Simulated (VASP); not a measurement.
Set up this calculation in VASP 6.6.1, as the native input.

| Item | Value |
| --- | --- |
| Task | single point |
| Functional | PBE |
| Dispersion | D3(BJ) |
| Potentials or basis | VASP PAW PBE potentials, release 64 (O, C, H) |
| Cutoff | 520 eV |
| k mesh | 1 × 1 × 1 |
| Occupations | gaussian, width 0.01 eV |
| Spin | no spin polarisation |
| Further INCAR settings | ALGO = Normal; EDIFF = 1e-06; ISYM = 0 |

The structure of O2CH2 lies in POSCAR:

```
H2CO2                                   
1.0
   13.3432429698      0.0000000000      0.0000000000
    0.0000000000     13.8432429698      0.0000000000
    0.0000000000      0.0000000000     14.3432429698
  O               C               H             
     2     1     2
Selective dynamics
Direct
     0.4420683951000015    0.5019878909999989    0.4046502002000025   F   F   F
     0.4652420945895595    0.5217029547137875    0.5587183188790956   T   T   T
     0.4973776199387130    0.4995011382512229    0.4711228218909583   T   T   T
     0.5780737703576755    0.4793311471325375    0.4675715125725587   T   T   T
     0.5208020018519630    0.5154738693646139    0.6027250126853977   T   T   T
```

The input as run:

INCAR

```
  PREC = Accurate
  ENCUT = 520
  EDIFF = 1E-6
  ISMEAR = 0
  SIGMA = 0.01
  LREAL = F
  LASPH = T
  NELM = 80
  ALGO = Normal
  ISIF = 2
  LWAVE = F
  LCHARG = F
  GGA = PE
  IVDW = 12
  ISYM = 0
```

KPOINTS

```
regular mesh
0
Gamma
  1 1 1
```

Potentials or basis: VASP PAW PBE potentials, release 64 (O, C, H).

Command:

```sh
$ cat potpaw_PBE.64/O/POTCAR potpaw_PBE.64/C/POTCAR potpaw_PBE.64/H/POTCAR > POTCAR
$ mpirun -np 4 vasp_gam > vasp.out
```

Results of the run:

```yaml
Largest_force: 0.055 eV/Å
Gap_between_the_frontier_levels: 5.22 eV
Dispersion_energy_per_atom: -0.010 eV
```

Caveat: the standard files for N, O and F lose accuracy on very short bonds.

It took 80 s on 4 MPI ranks on Intel(R) Xeon(R) 6975P-C (Granite Rapids), with other jobs on the host, peak memory 0.71 GiB a rank.
